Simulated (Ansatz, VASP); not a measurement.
Sb: VASP beside Ansatz

File INCAR:

```
SYSTEM = Sb
PREC = Accurate
ENCUT = 520
EDIFF = 1E-8
ISMEAR = -1
SIGMA = 0.05
LREAL = .FALSE.
LASPH = .TRUE.
NELM = 60
ALGO = Normal
ISIF = 2
LWAVE = .FALSE.
LCHARG = .FALSE.
GGA = PS
LEFG = .TRUE.
NBANDS = 8
```

File KPOINTS:

```
Automatic mesh
0
G
  12 12 12
  0 0 0
```

POSCAR

```
Sb
1.0
    0.0000000000      2.3353324258      2.3353324258
    2.3353324258      0.0000000000      2.3353324258
    2.3353324258      2.3353324258      0.0000000000
Sb
1
Direct
    0.0000000000      0.0000000000      0.0000000000
```

Input for Ansatz:

```yaml
crystal:
  lattice:
    - [0.0, 2.3353324258, 2.3353324258]
    - [2.3353324258, 0.0, 2.3353324258]
    - [2.3353324258, 2.3353324258, 0.0]
  atoms:
    - { symbol: Sb, position: [0.0, 0.0, 0.0] }
kpoints:
  mp_grid: { grid: [12, 12, 12] }
scf:
  occupations: { method: fermi_dirac, width: 0.05 }
hamiltonian:
  xc: pbesol
  pseudopotentials: { kind: all_electron, datasets: crystal }
output:
  forces: true
  stress: true
  eigenvalues: true
  efg: { contact_densities: true }
```

Change from the starting cell: volume scaled by 1.04, crystal datasets.

Alike in both runs: task electric field gradients; functional PBEsol; k mesh 12 × 12 × 12; occupations fermi-dirac, width 0.05 eV; no spin polarisation.

|  | VASP | Ansatz |
| --- | --- | --- |
| version | VASP 6.6.1 | Ansatz 0.2.0 |
| potentials or method | VASP PAW PBE potentials, release 64 (Sb) | all-electron PAW with datasets made for the crystal, scalar-relativistic |
| plane-wave cutoff (eV) | 520 | see its input |

```tsv
	VASP	Ansatz	Ansatz less VASP
pressure (GPa)	2.1	2.1	+0.01
Vzz of the field gradient on the site that differs most (V/Å²)	0.0	0.0	0.00
```

Ansatz ran all-electron here, so the differences hold the error of VASP's frozen core and of both bases. Ansatz warned: «gradients_without_spin_orbit».

Caveats: the PAW data sets were made with another functional, which shifts forces and pressure a little (VASP). The runs have no spin-orbit coupling, so splittings on Sb are missing.
